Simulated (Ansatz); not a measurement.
Here is an Ansatz 0.2.0 calculation.

Contents of input.yaml:

```yaml
crystal:
  lattice:
    - [0.0, 2.256, 2.256]
    - [2.256, 0.0, 2.256]
    - [2.256, 2.256, 0.0]
  atoms:
    - { symbol: Hf, position: [0.0, 0.0, 0.0] }
    - { symbol: "N", position: [0.5, 0.5, 0.5] }
kpoints:
  mp_grid: { grid: [10, 10, 10] }
  band_path:
    path:
      - [0.0, 0.0, 0.0]
      - [0.5, 0.0, 0.5]
      - [0.5, 0.25, 0.75]
      - [0.375, 0.375, 0.75]
      - [0.0, 0.0, 0.0]
      - [0.5, 0.5, 0.5]
      - [0.625, 0.25, 0.625]
      - [0.5, 0.25, 0.75]
    npoints: 12
scf:
  occupations: { method: fermi_dirac, width: 0.05 }
hamiltonian:
  xc: pbesol
  pseudopotentials: { kind: all_electron, lapw: { basis_error: 0.001 } }
output:
  forces: true
  stress: true
  eigenvalues: true
```

Potentials or basis: all-electron LAPW, scalar-relativistic.

Command:

```console
$ ansatz run input.yaml --threads 1 --pin off --max-ram 3072MiB --backend cpu --events-out ev --progress --plain --runs-dir out
```

Task: What does it give for the pressure?

Result: -1.9 GPa.

Task: Predict the band gap along the path.

Result: None (metal or under the smearing width).

Levels at the corners of the path, in eV from the Fermi level:
| point | band 21 | band 22 | band 23 | band 24 | band 25 | band 26 | band 27 | band 28 | band 29 | band 30 |
| --- | --- | --- | --- | --- | --- | --- | --- | --- | --- | --- |
| Γ | -12.50 | -2.94 | -2.94 | -2.94 | -0.43 | -0.43 | -0.43 | 1.77 | 1.90 | 1.90 |
| X | -12.52 | -5.46 | -3.91 | -3.65 | -3.65 | 4.06 | 5.53 | 5.53 | 5.59 | 7.94 |
| W | -12.48 | -6.18 | -5.52 | -5.52 | 1.10 | 1.10 | 5.54 | 5.55 | 6.13 | 10.43 |
| K | -12.50 | -6.39 | -5.58 | -4.98 | -0.89 | 3.86 | 4.44 | 6.03 | 6.64 | 8.90 |
| Γ | -12.50 | -2.94 | -2.94 | -2.94 | -0.43 | -0.43 | -0.43 | 1.77 | 1.90 | 1.90 |
| L | -12.35 | -8.99 | -6.27 | -6.27 | 3.24 | 3.67 | 3.67 | 4.41 | 8.85 | 8.85 |
| U | -12.50 | -6.39 | -5.58 | -4.98 | -0.89 | 3.86 | 4.44 | 6.03 | 6.64 | 8.90 |
| W | -12.48 | -6.18 | -5.52 | -5.52 | 1.10 | 1.10 | 5.54 | 5.55 | 6.13 | 10.43 |

Caveat: spin-orbit coupling is left out, which moves the levels of the heavy elements.
